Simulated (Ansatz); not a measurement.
Co:

```
CELL_PARAMETERS angstrom
2.47056 0.00000 0.00000
-1.23528 2.13957 0.00000
0.00000 0.00000 8.08823
ATOMIC_POSITIONS crystal
Co 0.66667 0.33333 0.75000
Co 0.00000 0.00000 0.50000
Co 0.33333 0.66667 0.25000
Co 0.00000 0.00000 0.00000
```

- Program: Ansatz 0.2.0
- Task: relaxation of cell and atoms
- Functional: PBE
- Potentials or basis: Ansatz PAW
- Cutoff: 420 eV (not typed: the program's choice for these potentials)
- k mesh: 12 × 12 × 4
- Occupations: fermi-dirac, width 0.05 eV
- Spin: collinear spin, ferromagnetic start
- Starting moments: [2.0, 2.0, 2.0, 2.0] μB

At the start: volume 10.69 Å³/atom.

Where does the relaxation end?

It ends after 7 steps and the volume is 10.92 Å³/atom (+2.1 %); space group P6_3/mmc (No. 194, to 0.05 Å); moment 6.67 μB per cell.

The path:
| step | energy change (eV) | largest force (eV/Å) | volume (Å³) |
| --- | --- | --- | --- |
| 1 | 0.0000 | 0.0000 | 42.75 |
| 2 | -0.0124 | 0.0000 | 43.23 |
| 3 | -0.0160 | 0.0000 | 43.64 |
| 4 | -0.0160 | 0.0000 | 43.65 |
| 5 | -0.0172 | 0.0000 | 43.65 |
| 6 | -0.0172 | 0.0000 | 43.66 |
| 7 | -0.0172 | 0.0000 | 43.66 |

Final structure:
```yaml
crystal:
  lattice:
    - [2.49808, 0.00000, 0.00000]
    - [-1.24904, 2.16340, 0.00000]
    - [0.00000, 0.00000, 8.07879]
  atoms:
    - { symbol: Co, position: [0.66667, 0.33333, 0.75000] }
    - { symbol: Co, position: [0.00000, 0.00000, 0.50000] }
    - { symbol: Co, position: [0.33333, 0.66667, 0.25000] }
    - { symbol: Co, position: [0.00000, 0.00000, 0.00000] }
```

Caveat: the plane-wave basis is chosen anew once the cell has moved, so the energies of steps on either side of that aren't comparable.
